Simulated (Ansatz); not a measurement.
Born–Oppenheimer molecular dynamics of a periodic cell of 17 atoms, Cd$_{8}$S$_{9}$ (host CdS, host structure P6_3mc, interstitial S). It goes on from the last frame of an earlier run, with new velocities.

Method: DFT PBE-D3(BJ), scalar-relativistic, plane waves, PAW in Ansatz 0.2.0. Settings: accuracy low, cutoff 420 eV, k mesh 2x2x2, fermi-dirac smearing 0.05 eV, no spin polarisation.

```json
{
  "ensemble": "NVT, Langevin thermostat",
  "time step": "2 fs",
  "steps asked": "210",
  "set temperature": "1680 K",
  "friction": "0.005 /fs",
  "seed": "555108"
}
```

Frames 2 fs apart, positions in Å, forces in eV/Å.

Velocities at 120 fs (Å/ps):

```
Cd 2.77 3.60 -1.15
Cd 0.03 1.44 -2.38
S 18.58 0.28 1.45
S -6.58 -4.31 3.46
Cd -3.93 4.00 -4.86
Cd 1.47 2.99 2.40
S -7.36 -4.65 0.68
S 8.33 -3.31 2.96
Cd 2.80 0.17 -0.67
Cd 2.28 1.08 -0.81
S 7.62 3.11 1.16
S 1.40 -3.79 -7.45
Cd -0.73 1.62 -4.60
Cd 3.02 -5.64 5.67
S -1.24 7.03 2.91
S -3.61 7.64 -5.90
S -2.78 -12.99 -2.69
```

```xyz
17
Lattice="-4.1348 -7.1617 0.0000 6.2022 -3.5808 0.0000 0.0000 0.0000 6.7490" Properties=species:S:1:pos:R:3:forces:R:3 time_fs=120 energy_less_start_eV=1.804 T=1382
Cd 0.883 -4.277 0.802 -1.06 0.69 0.30
Cd 1.780 -5.434 3.836 2.73 -0.67 0.46
S -0.168 -5.127 2.820 -2.01 1.13 -0.99
S 1.958 -5.813 6.201 0.89 -0.91 -0.63
Cd 4.032 -4.510 -0.122 1.05 0.01 -0.24
Cd -0.162 -2.348 3.076 0.61 -0.65 0.58
S 4.165 -4.566 2.440 -0.69 -0.20 0.04
S -0.141 -2.721 5.894 -0.93 0.50 -0.59
Cd 1.643 -1.134 -0.555 0.38 0.25 0.23
Cd 4.756 -2.050 2.576 -0.24 -0.23 0.00
S 2.262 -1.523 1.959 -1.11 -1.04 0.45
S 3.884 -2.508 4.898 -0.45 -0.26 1.12
Cd 3.024 -7.803 0.499 -0.52 0.14 -0.53
Cd -2.255 -6.760 3.247 -0.25 1.71 1.10
S 2.694 -8.007 2.836 0.15 0.13 1.00
S -2.175 -5.939 6.039 1.24 -0.75 -1.75
S 0.444 -8.804 6.731 0.23 0.15 -0.54
17
Lattice="-4.1348 -7.1617 0.0000 6.2022 -3.5808 0.0000 0.0000 0.0000 6.7490" Properties=species:S:1:pos:R:3:forces:R:3 time_fs=122 energy_less_start_eV=1.953 T=1349
Cd 0.889 -4.270 0.800 -1.03 0.69 0.35
Cd 1.780 -5.431 3.832 3.27 -0.77 0.85
S -0.133 -5.126 2.822 -2.71 1.19 -1.25
S 1.947 -5.821 6.208 0.92 -0.88 -0.75
Cd 4.024 -4.502 -0.132 1.03 -0.05 -0.19
Cd -0.159 -2.341 3.082 0.57 -0.64 0.56
S 4.151 -4.575 2.440 -0.58 -0.17 0.02
S -0.124 -2.727 5.899 -1.01 0.57 -0.64
Cd 1.648 -1.133 -0.556 0.42 0.37 0.26
Cd 4.760 -2.048 2.573 -0.17 -0.26 0.01
S 2.277 -1.517 1.961 -1.15 -1.04 0.37
S 3.886 -2.516 4.885 -0.49 -0.29 1.05
Cd 3.022 -7.800 0.490 -0.55 0.17 -0.31
Cd -2.249 -6.772 3.259 -0.26 1.87 1.12
S 2.692 -7.992 2.842 0.20 0.02 0.84
S -2.183 -5.924 6.025 1.27 -0.96 -1.77
S 0.440 -8.831 6.725 0.25 0.19 -0.49
17
Lattice="-4.1348 -7.1617 0.0000 6.2022 -3.5808 0.0000 0.0000 0.0000 6.7490" Properties=species:S:1:pos:R:3:forces:R:3 time_fs=124 energy_less_start_eV=2.107 T=1243
Cd 0.896 -4.263 0.799 -0.98 0.69 0.37
Cd 1.780 -5.428 3.828 3.81 -0.88 1.23
S -0.100 -5.124 2.822 -3.38 1.25 -1.51
S 1.939 -5.829 6.214 0.91 -0.83 -0.87
Cd 4.017 -4.495 -0.141 1.01 -0.12 -0.13
Cd -0.157 -2.335 3.088 0.53 -0.62 0.53
S 4.136 -4.584 2.440 -0.46 -0.15 0.00
S -0.109 -2.732 5.900 -1.07 0.62 -0.68
Cd 1.653 -1.132 -0.557 0.45 0.48 0.29
Cd 4.763 -2.045 2.569 -0.09 -0.28 0.03
S 2.293 -1.512 1.962 -1.19 -1.01 0.30
S 3.887 -2.525 4.875 -0.52 -0.31 0.94
Cd 3.018 -7.796 0.481 -0.56 0.15 -0.10
Cd -2.244 -6.782 3.272 -0.26 1.98 1.13
S 2.690 -7.978 2.850 0.24 -0.08 0.67
S -2.189 -5.910 6.009 1.29 -1.13 -1.77
S 0.435 -8.859 6.718 0.28 0.24 -0.42
17
Lattice="-4.1348 -7.1617 0.0000 6.2022 -3.5808 0.0000 0.0000 0.0000 6.7490" Properties=species:S:1:pos:R:3:forces:R:3 time_fs=126 energy_less_start_eV=2.248 T=1235
Cd 0.902 -4.256 0.799 -0.94 0.70 0.37
Cd 1.782 -5.426 3.825 4.27 -0.97 1.58
S -0.071 -5.121 2.821 -3.97 1.30 -1.72
S 1.932 -5.838 6.221 0.89 -0.76 -0.98
Cd 4.010 -4.489 -0.150 0.99 -0.20 -0.08
Cd -0.154 -2.330 3.096 0.47 -0.60 0.49
S 4.121 -4.592 2.441 -0.34 -0.14 -0.01
S -0.095 -2.737 5.899 -1.13 0.67 -0.71
Cd 1.657 -1.130 -0.557 0.49 0.59 0.31
Cd 4.766 -2.043 2.565 -0.02 -0.29 0.07
S 2.308 -1.508 1.963 -1.23 -0.97 0.24
S 3.888 -2.535 4.865 -0.54 -0.32 0.83
Cd 3.015 -7.791 0.473 -0.54 0.10 0.09
Cd -2.239 -6.791 3.284 -0.27 2.06 1.13
S 2.689 -7.964 2.859 0.25 -0.18 0.50
S -2.195 -5.896 5.990 1.29 -1.29 -1.75
S 0.431 -8.888 6.711 0.31 0.30 -0.35
17
Lattice="-4.1348 -7.1617 0.0000 6.2022 -3.5808 0.0000 0.0000 0.0000 6.7490" Properties=species:S:1:pos:R:3:forces:R:3 time_fs=128 energy_less_start_eV=2.353 T=1237
Cd 0.907 -4.250 0.798 -0.87 0.69 0.35
Cd 1.787 -5.426 3.823 4.60 -1.05 1.83
S -0.046 -5.115 2.817 -4.43 1.34 -1.86
S 1.924 -5.847 6.225 0.87 -0.68 -1.05
Cd 4.004 -4.482 -0.159 0.96 -0.29 -0.01
Cd -0.149 -2.325 3.105 0.40 -0.57 0.46
S 4.104 -4.599 2.442 -0.19 -0.14 -0.02
S -0.083 -2.741 5.899 -1.16 0.72 -0.75
Cd 1.662 -1.128 -0.556 0.51 0.67 0.34
Cd 4.770 -2.043 2.560 0.06 -0.28 0.11
S 2.320 -1.506 1.966 -1.27 -0.91 0.19
S 3.889 -2.547 4.856 -0.57 -0.32 0.69
Cd 3.011 -7.787 0.466 -0.51 0.03 0.25
Cd -2.234 -6.799 3.297 -0.27 2.12 1.12
S 2.690 -7.951 2.868 0.24 -0.29 0.33
S -2.197 -5.881 5.966 1.28 -1.40 -1.70
S 0.429 -8.917 6.704 0.35 0.37 -0.26
17
Lattice="-4.1348 -7.1617 0.0000 6.2022 -3.5808 0.0000 0.0000 0.0000 6.7490" Properties=species:S:1:pos:R:3:forces:R:3 time_fs=130 energy_less_start_eV=2.404 T=1296
Cd 0.913 -4.242 0.798 -0.79 0.67 0.29
Cd 1.793 -5.426 3.823 4.76 -1.11 2.00
S -0.025 -5.107 2.810 -4.71 1.35 -1.89
S 1.915 -5.858 6.229 0.83 -0.57 -1.11
Cd 3.997 -4.475 -0.167 0.92 -0.40 0.05
Cd -0.144 -2.321 3.112 0.31 -0.53 0.42
S 4.085 -4.606 2.442 -0.03 -0.15 -0.03
S -0.072 -2.744 5.901 -1.19 0.78 -0.78
Cd 1.667 -1.124 -0.554 0.52 0.74 0.36
Cd 4.775 -2.044 2.555 0.13 -0.28 0.15
S 2.329 -1.507 1.970 -1.30 -0.85 0.14
S 3.886 -2.560 4.848 -0.57 -0.30 0.57
Cd 3.009 -7.782 0.459 -0.45 -0.10 0.37
Cd -2.228 -6.806 3.311 -0.26 2.15 1.10
S 2.694 -7.939 2.878 0.21 -0.38 0.16
S -2.195 -5.869 5.937 1.23 -1.45 -1.59
S 0.427 -8.945 6.698 0.38 0.43 -0.21
17
Lattice="-4.1348 -7.1617 0.0000 6.2022 -3.5808 0.0000 0.0000 0.0000 6.7490" Properties=species:S:1:pos:R:3:forces:R:3 time_fs=132 energy_less_start_eV=2.409 T=1299
Cd 0.921 -4.234 0.798 -0.69 0.65 0.21
Cd 1.799 -5.424 3.824 4.73 -1.14 2.06
S -0.010 -5.095 2.800 -4.79 1.33 -1.81
S 1.907 -5.870 6.233 0.77 -0.44 -1.16
Cd 3.991 -4.468 -0.176 0.88 -0.52 0.12
Cd -0.137 -2.318 3.119 0.22 -0.50 0.39
S 4.066 -4.611 2.445 0.13 -0.17 -0.04
S -0.063 -2.746 5.903 -1.21 0.82 -0.81
Cd 1.672 -1.120 -0.554 0.53 0.80 0.39
Cd 4.781 -2.046 2.550 0.20 -0.26 0.20
S 2.336 -1.508 1.977 -1.33 -0.78 0.08
S 3.881 -2.574 4.839 -0.56 -0.25 0.50
Cd 3.007 -7.777 0.452 -0.36 -0.27 0.48
Cd -2.224 -6.813 3.326 -0.25 2.16 1.06
S 2.699 -7.928 2.890 0.17 -0.46 -0.02
S -2.188 -5.858 5.905 1.16 -1.45 -1.44
S 0.425 -8.970 6.694 0.41 0.47 -0.19
17
Lattice="-4.1348 -7.1617 0.0000 6.2022 -3.5808 0.0000 0.0000 0.0000 6.7490" Properties=species:S:1:pos:R:3:forces:R:3 time_fs=134 energy_less_start_eV=2.378 T=1301
Cd 0.927 -4.227 0.798 -0.60 0.64 0.12
Cd 1.806 -5.421 3.826 4.52 -1.15 2.00
S -0.003 -5.078 2.789 -4.67 1.27 -1.60
S 1.901 -5.882 6.238 0.69 -0.30 -1.22
Cd 3.986 -4.461 -0.184 0.85 -0.64 0.19
Cd -0.130 -2.315 3.124 0.13 -0.46 0.36
S 4.047 -4.617 2.447 0.28 -0.18 -0.06
S -0.053 -2.745 5.904 -1.24 0.85 -0.84
Cd 1.679 -1.117 -0.555 0.55 0.86 0.42
Cd 4.786 -2.049 2.546 0.28 -0.23 0.24
S 2.344 -1.508 1.983 -1.37 -0.70 0.03
S 3.872 -2.590 4.829 -0.53 -0.19 0.43
Cd 3.005 -7.773 0.446 -0.25 -0.46 0.57
Cd -2.220 -6.819 3.340 -0.24 2.14 1.00
S 2.706 -7.920 2.903 0.09 -0.54 -0.20
S -2.180 -5.849 5.870 1.08 -1.43 -1.25
S 0.420 -8.996 6.689 0.44 0.51 -0.18
17
Lattice="-4.1348 -7.1617 0.0000 6.2022 -3.5808 0.0000 0.0000 0.0000 6.7490" Properties=species:S:1:pos:R:3:forces:R:3 time_fs=136 energy_less_start_eV=2.316 T=1320
Cd 0.933 -4.220 0.799 -0.49 0.63 -0.02
Cd 1.812 -5.419 3.830 4.16 -1.13 1.85
S -0.002 -5.056 2.777 -4.40 1.17 -1.29
S 1.896 -5.894 6.243 0.60 -0.14 -1.27
Cd 3.982 -4.454 -0.191 0.82 -0.77 0.26
Cd -0.124 -2.312 3.128 0.05 -0.42 0.33
S 4.028 -4.624 2.447 0.42 -0.18 -0.07
S -0.044 -2.741 5.904 -1.26 0.84 -0.85
Cd 1.685 -1.115 -0.556 0.59 0.91 0.45
Cd 4.790 -2.052 2.542 0.36 -0.20 0.28
S 2.352 -1.508 1.989 -1.42 -0.61 -0.01
S 3.861 -2.608 4.819 -0.49 -0.11 0.37
Cd 3.002 -7.770 0.439 -0.14 -0.67 0.64
Cd -2.216 -6.823 3.354 -0.24 2.10 0.92
S 2.716 -7.912 2.916 0.00 -0.60 -0.38
S -2.169 -5.843 5.833 0.99 -1.37 -1.03
S 0.416 -9.020 6.685 0.46 0.56 -0.20
17
Lattice="-4.1348 -7.1617 0.0000 6.2022 -3.5808 0.0000 0.0000 0.0000 6.7490" Properties=species:S:1:pos:R:3:forces:R:3 time_fs=138 energy_less_start_eV=2.239 T=1321
Cd 0.937 -4.213 0.800 -0.39 0.62 -0.19
Cd 1.820 -5.417 3.834 3.73 -1.10 1.63
S -0.004 -5.033 2.765 -4.05 1.04 -0.93
S 1.894 -5.907 6.247 0.48 0.05 -1.30
Cd 3.978 -4.447 -0.198 0.79 -0.92 0.34
Cd -0.117 -2.309 3.131 -0.02 -0.39 0.32
S 4.011 -4.632 2.446 0.54 -0.16 -0.07
S -0.038 -2.734 5.901 -1.26 0.81 -0.83
Cd 1.691 -1.112 -0.556 0.62 0.97 0.48
Cd 4.795 -2.055 2.539 0.41 -0.19 0.33
S 2.358 -1.508 1.996 -1.45 -0.53 -0.04
S 3.852 -2.627 4.811 -0.45 -0.02 0.29
Cd 2.999 -7.766 0.433 0.00 -0.89 0.70
Cd -2.211 -6.827 3.369 -0.23 2.04 0.82
S 2.724 -7.907 2.929 -0.09 -0.65 -0.54
S -2.156 -5.836 5.795 0.89 -1.30 -0.77
S 0.414 -9.043 6.682 0.48 0.61 -0.22
17
Lattice="-4.1348 -7.1617 0.0000 6.2022 -3.5808 0.0000 0.0000 0.0000 6.7490" Properties=species:S:1:pos:R:3:forces:R:3 time_fs=140 energy_less_start_eV=2.165 T=1339
Cd 0.941 -4.207 0.800 -0.29 0.61 -0.38
Cd 1.830 -5.415 3.838 3.23 -1.04 1.37
S -0.011 -5.009 2.752 -3.63 0.89 -0.53
S 1.893 -5.919 6.250 0.34 0.27 -1.35
Cd 3.975 -4.440 -0.205 0.76 -1.09 0.42
Cd -0.111 -2.307 3.134 -0.09 -0.35 0.30
S 3.994 -4.641 2.443 0.66 -0.14 -0.08
S -0.035 -2.725 5.895 -1.24 0.77 -0.79
Cd 1.698 -1.108 -0.556 0.63 1.00 0.50
Cd 4.801 -2.058 2.535 0.43 -0.18 0.37
S 2.362 -1.509 2.001 -1.46 -0.45 -0.07
S 3.844 -2.646 4.804 -0.42 0.06 0.17
Cd 2.995 -7.762 0.429 0.14 -1.12 0.76
Cd -2.206 -6.831 3.383 -0.22 1.95 0.69
S 2.729 -7.901 2.942 -0.17 -0.68 -0.69
S -2.146 -5.830 5.756 0.81 -1.21 -0.49
S 0.412 -9.068 6.677 0.52 0.70 -0.20
17
Lattice="-4.1348 -7.1617 0.0000 6.2022 -3.5808 0.0000 0.0000 0.0000 6.7490" Properties=species:S:1:pos:R:3:forces:R:3 time_fs=142 energy_less_start_eV=2.090 T=1343
Cd 0.943 -4.201 0.798 -0.21 0.60 -0.53
Cd 1.840 -5.414 3.842 2.70 -0.96 1.07
S -0.024 -4.986 2.740 -3.15 0.74 -0.14
S 1.894 -5.930 6.254 0.19 0.48 -1.40
Cd 3.973 -4.435 -0.211 0.74 -1.25 0.48
Cd -0.105 -2.304 3.136 -0.15 -0.32 0.28
S 3.978 -4.650 2.439 0.76 -0.11 -0.07
S -0.033 -2.715 5.887 -1.21 0.73 -0.74
Cd 1.705 -1.105 -0.556 0.64 1.01 0.52
Cd 4.808 -2.061 2.533 0.42 -0.17 0.41
S 2.365 -1.512 2.003 -1.47 -0.35 -0.07
S 3.836 -2.662 4.796 -0.41 0.14 0.07
Cd 2.991 -7.757 0.426 0.29 -1.36 0.81
Cd -2.200 -6.834 3.397 -0.20 1.81 0.50
S 2.733 -7.896 2.953 -0.23 -0.69 -0.83
S -2.137 -5.827 5.716 0.72 -1.09 -0.16
S 0.411 -9.095 6.673 0.57 0.79 -0.19
```

Of the whole run (420 fs, mean temperature of the second half 1761 K): A run of 0.42 ps of so small a system gives no equilibrium averages. Limits of this set-up: coarse k mesh, a small cell, in which the defect meets its images, a typed lattice constant that wasn't relaxed here, low accuracy level.

Run time: 30 min on 2 threads of Arm Neoverse V2, with other jobs on the host, peak memory 1.2 GiB.
